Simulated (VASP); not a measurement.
# TiTe₂: relaxation with set parts of the cell free, by functional and free to move

TiTe₂, P1 (no. 1), 3 atoms in the cell.

| Functional | Free to move | Volume (Å³/atom) | Pressure in a fresh run at the final cell (GPa) | Pressure printed at the end of the relaxation (GPa) | Ionic steps, all stages | Electronic steps, all stages | Time (s) |
|---|---|---|---|---|---|---|---|
| RPBE | atoms | 27.193 | 1.84 | 1.84 | 9 | 84 | 67 |
| RPBE | atoms, shape and volume | 35.538 | -0.01 | -0.02 | 56 | 454 | 325 |
| RPBE | atoms and shape at fixed volume | 27.193 | 2.11 | 2.11 | 16 | 131 | 90 |
| RPBE | atoms and volume | 28.854 | 0.01 | 0.01 | 16 | 147 | 111 |
| RPBE | atoms and the z components of the lattice | 35.242 | 0.33 | 0.33 | 50 | 419 | 331 |
| RPBE | atoms and the x and y components of the lattice | 27.979 | 0.71 | 0.71 | 15 | 136 | 100 |
| RPBE | atoms and the y and z components of the lattice | 35.487 | 0.18 | 0.17 | 59 | 470 | 393 |
| PBE | atoms | 27.193 | 0.24 | 0.24 | 10 | 86 | 48 |
| PBE | atoms, shape and volume | 27.816 | 0.03 | 0.03 | 17 | 148 | 80 |
| PBE | atoms and shape at fixed volume | 27.193 | 0.53 | 0.53 | 17 | 132 | 72 |
| PBE | shape alone | 27.193 | -0.24 | -0.24 | 9 | 83 | 46 |
| PBE | shape and volume | 27.088 | 0.00 | -0.02 | 11 | 97 | 54 |
| PBE | volume alone | 27.114 | 0.00 | -0.02 | 7 | 76 | 40 |
| PBE | atoms and volume | 27.388 | -0.01 | -0.01 | 12 | 112 | 58 |
| PBE | atoms and the z components of the lattice | 27.934 | -0.21 | -0.21 | 16 | 150 | 82 |
| PBE | atoms and the x and y components of the lattice | 27.154 | 0.33 | 0.33 | 11 | 110 | 63 |
| PBE | atoms and the y and z components of the lattice | 27.806 | -0.01 | -0.01 | 19 | 160 | 90 |

Limits: the start was distorted on purpose (random strain, atoms moved at random), so the space group given is the start's and not the crystal's; the crystal is layered and the functional holds no dispersion, so the layer spacing and the volume aren't physical.

## Input of the first row

INCAR.step1:
```
SYSTEM = TiTe2
  ALGO = Normal
  EDIFF = 1E-6
  EDIFFG = -0.01
  ENCUT = 400
  GGA = RP
  IBRION = 2
  ISIF = 2
  ISMEAR = 0
  ISYM = 0
  KPAR = 4
  LASPH = .TRUE.
  LCHARG = .FALSE.
  LREAL = .FALSE.
  LWAVE = .FALSE.
  NELM = 100
  NSW = 60
  POTIM = 0.5
  PREC = Accurate
  SIGMA = 0.05
```

INCAR.step3, as INCAR.step1 but for:
```
- EDIFFG = -0.01
- IBRION = 2
- NSW = 60
- POTIM = 0.5
+ NSW = 0
```

KPOINTS:
```
k-points
0
Gamma
  5 5 3
```

POSCAR.step1:
```
TiTe2
1.0
    3.7900530000     -0.0090940000     -0.0039000000
   -1.9029020000      3.3051390000      0.0187550000
   -0.0067100000      0.0333830000      6.5216900000
Te Ti
2 1
Direct
    0.3440200000      0.6674050000      0.7368440000
    0.6577830000      0.3352540000      0.2632690000
   -0.0018030000     -0.0026580000     -0.0001130000
```

POSCAR.step3:
```
TiTe2
1.0
    3.7900530000     -0.0090940000     -0.0039000000
   -1.9029020000      3.3051390000      0.0187550000
   -0.0067100000      0.0333830000      6.5216900000
Te Ti
2 1
Direct
    0.3336660507      0.6703905563      0.7378138411
    0.6662931167      0.3295557884      0.2621549130
    0.0000408326      0.0000546553      0.0000312459
```

Commands (each step's output is kept before the next begins):
```
cat potpaw_PBE.64/Te/POTCAR potpaw_PBE.64/Ti_sv/POTCAR > POTCAR
cp INCAR.step1 INCAR
cp POSCAR.step1 POSCAR
mpirun -np 4 vasp_std > vasp.out
cp CONTCAR POSCAR
mpirun -np 4 vasp_std > vasp.out
cp CONTCAR POSCAR
cp INCAR.step3 INCAR
cp POSCAR.step3 POSCAR
mpirun -np 4 vasp_std > vasp.out
```

Changes of the last row against the first:
```
(step 1)
- GGA = RP
- NSW = 60
- ISIF = 2
+ NSW = 80
+ ISIF = 3
+ LATTICE_CONSTRAINTS = .FALSE. .TRUE. .TRUE.
(step 2)
- GGA = RP
- NSW = 60
- ISIF = 2
+ NSW = 80
+ ISIF = 3
+ LATTICE_CONSTRAINTS = .FALSE. .TRUE. .TRUE.
(step 3)
- GGA = RP
```

VASP 6.6.1 took 67 s on 4 cores (Intel Xeon 6975P-C (Granite Rapids)), a shared host.
